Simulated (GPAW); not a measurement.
AlN:

```xyz
4
Lattice="3.1130 0.0000 0.0000 -1.5565 2.6959 0.0000 0.0000 0.0000 4.9810" Properties=species:S:1:pos:R:3 pbc="T T T"
Al    1.5565    0.8986    2.4905
Al    0.0000    1.7973    0.0000
N     1.5565    0.8986    4.3833
N     0.0000    1.7973    1.8928
```

Base run:

```yaml
Program: GPAW 26.7.0
Functional: vdW-DF
Potentials_or_basis: GPAW PAW data sets (gpaw-data 1.2.1)
Cutoff: 800 eV
Basis: pw
k_mesh: 7 × 7 × 4
Occupations: fermi-dirac, width 0.05 eV
Spin: no spin polarisation
```

Its results: band gap on the k mesh 4.55 eV, direct; largest force 0.128 eV/Å.

Q: The run is repeated on the same cell with these changes: functional from vdW-DF to M06-L; band points from 80 to 60. What comes out?

A: Band gap on the k mesh 4.30 eV, direct; largest force 0.114 eV/Å.

Caveats: the PAW data sets were made with another functional, which shifts forces and pressure a little.
